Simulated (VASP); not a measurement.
Wanted: the native input for a VASP 6.6.1 run.

* Task: single point
* Functional: PBEsol
* Potentials or basis: VASP PAW PBE potentials, release 64 (Mg)
* Cutoff: 520 eV
* k mesh: 12 × 12 × 12
* Occupations: fermi-dirac, width 0.1 eV
* Spin: no spin polarisation
* Dipole correction: no
* Further INCAR settings: ALGO = Normal; EDIFF = 1e-07; NBANDS = 7

The structure of Mg lies in POSCAR:

```
Mg
1.0
    3.0736783825      0.0000000000      0.0000000000
    0.0000000000      3.0736783825      0.0000000000
    0.0000000000      0.0000000000      3.0736783825
Mg
1
Direct
    0.0000000000      0.0000000000      0.0000000000
```

This isn't the form of Mg at room conditions, which is hcp.

The input as run:

INCAR

```
SYSTEM = Mg
ALGO = Normal ; EDIFF = 1E-7
ENCUT = 520 ; GGA = PS
ISIF = 2 ; ISMEAR = -1
LASPH = .TRUE. ; LCHARG = .FALSE.
LREAL = .FALSE. ; LWAVE = .FALSE.
NBANDS = 7 ; NELM = 80
PREC = Accurate ; SIGMA = 0.1
```

KPOINTS

```
k-points
0
G
  12 12 12
  0 0 0
```

Potentials or basis: VASP PAW PBE potentials, release 64 (Mg).

Command:

```sh
$ cat potpaw_PBE.64/Mg/POTCAR > POTCAR
$ mpirun -np 1 vasp_std > vasp.out
```

It gave:

```yaml
Pressure: -1.6 GPa
Band_gap_on_the_k_mesh: none (metal or under the smearing width)
```

Caveat: the PAW data sets were made with another functional, which shifts forces and pressure a little.

Run time: 12 s on 1 thread of Intel(R) Xeon(R) Platinum 8488C (Sapphire Rapids), with other jobs on the host, peak memory 0.14 GiB.
